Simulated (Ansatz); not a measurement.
# TiSi₂: frozen-core PAW against all-electron methods

```
Ti Si
1.0
     0.00000    4.11800    4.26150
     2.38650    0.00000    4.26150
     2.38650    4.11800    0.00000
Ti Si
2 4
Cartesian
  3.5797 6.1770 6.3922
  2.3865 4.1180 4.2615
  1.1932 0.6836 2.1307
  1.1932 3.4344 2.1307
  2.3865 1.3754 4.2615
  2.3865 6.8606 4.2615
```

Atom numbers follow the list: Ti1, Ti2, Si3, Si4, Si5, Si6.

Conventional cell: a = 4.773 Å, b = 8.236 Å, c = 8.523 Å, α = 90.00°, β = 90.00°, γ = 90.00°. Around Ti (atom 1) lie 10 Si at 2.54 to 2.75 Å. Si (atom 3) has 5 Ti at 2.54 to 2.75 Å and 5 Si at 2.54 to 2.75 Å as nearest neighbours.

The cell is COD entry 1010453, as deposited and not checked against the literature; nothing was relaxed. It is an old determination, and later ones may differ.

Methods: DFT, PBE, PAW with Ansatz's default frozen-core files, scalar-relativistic (Ansatz 0.2.0); DFT, PBE, all-electron PAW with datasets made for the crystal, scalar-relativistic (Ansatz 0.2.0); DFT, PBE, all-electron LAPW, scalar-relativistic (Ansatz 0.2.0).

For PAW: a Γ-centred 8×8×8 k mesh, Fermi–Dirac smearing of 0.08 eV, cutoff 420 eV, no spin polarisation. The crystal-made all-electron datasets (AE datasets) take a cutoff of 260 eV at this cell. LAPW targets a basis error of 0.5 meV/atom. The Ansatz runs share mesh, smearing and spin set-up. Plane-wave (PAW) pressures include the program's estimate of the Pulay term.

Stress and pressure are positive in compression.

Levels count from the Fermi level.

```json
{"quantity": "pressure (GPa)", "PAW": "2.32", "AE datasets": "2.31", "LAPW": "2.32"}
{"quantity": "stress xx (GPa)", "PAW": "2.95", "AE datasets": "2.95", "LAPW": "2.95"}
{"quantity": "stress yy (GPa)", "PAW": "1.95", "AE datasets": "1.94", "LAPW": "1.94"}
{"quantity": "stress zz (GPa)", "PAW": "2.06", "AE datasets": "2.06", "LAPW": "2.06"}
{"quantity": "force on Si3, y (eV/Å)", "PAW": "0.202", "AE datasets": "0.202", "LAPW": "0.202"}
{"quantity": "highest filled level at T (eV)", "PAW": "-0.660", "AE datasets": "-0.660", "LAPW": "-0.660"}
{"quantity": "lowest empty level at T (eV)", "PAW": "0.924", "AE datasets": "0.924", "LAPW": "0.924"}
{"quantity": "highest filled level at Y (eV)", "PAW": "-0.857", "AE datasets": "-0.857", "LAPW": "-0.857"}
{"quantity": "lowest empty level at Y (eV)", "PAW": "1.262", "AE datasets": "1.262", "LAPW": "1.262"}
{"quantity": "highest filled level at Γ (eV)", "PAW": "-0.938", "AE datasets": "-0.938", "LAPW": "-0.938"}
{"quantity": "lowest empty level at Γ (eV)", "PAW": "2.020", "AE datasets": "2.020", "LAPW": "2.020"}
```
